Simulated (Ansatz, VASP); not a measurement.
# BAs in VASP and in Ansatz

```xyz
2
Lattice="0.0000 2.3262 2.3262 2.3262 0.0000 2.3262 2.3262 2.3262 0.0000" Properties=species:S:1:pos:R:3 pbc="T T T"
B     0.0000    0.0000    0.0000
As    3.4892    3.4892    3.4892
```

Alike in both runs: functional PBEsol; k mesh 10 × 10 × 10; no spin polarisation.

Ansatz relaxed the structure, and its values are those at the end. VASP's run is a single point on that final structure, the one shown.

```csv
,VASP,Ansatz
version,VASP 6.6.1,Ansatz 0.2.0
potentials or method,"VASP PAW PBE potentials, release 64 (B, As)","scalar-relativistic, plane waves, PAW"
plane-wave cutoff (eV),520,420
occupations,"gaussian, width 0.01 eV",fixed
valence electrons in the cell,8,18
```

```tsv
	VASP	Ansatz	Ansatz less VASP
gap on the k mesh at the Fermi level (eV)	0.99	1.00	+0.011
least direct gap on the mesh (eV)	3.34	3.35	+0.003
pressure (GPa)	13.2	12.0	-1.22
```

The two sets of potentials don't hold the same shells in valence.

Caveats: the PAW data sets were made with another functional, which shifts forces and pressure a little (VASP). PBEsol gaps usually lie below the measured ones, often by a third to a half. A k mesh can miss the band edges.
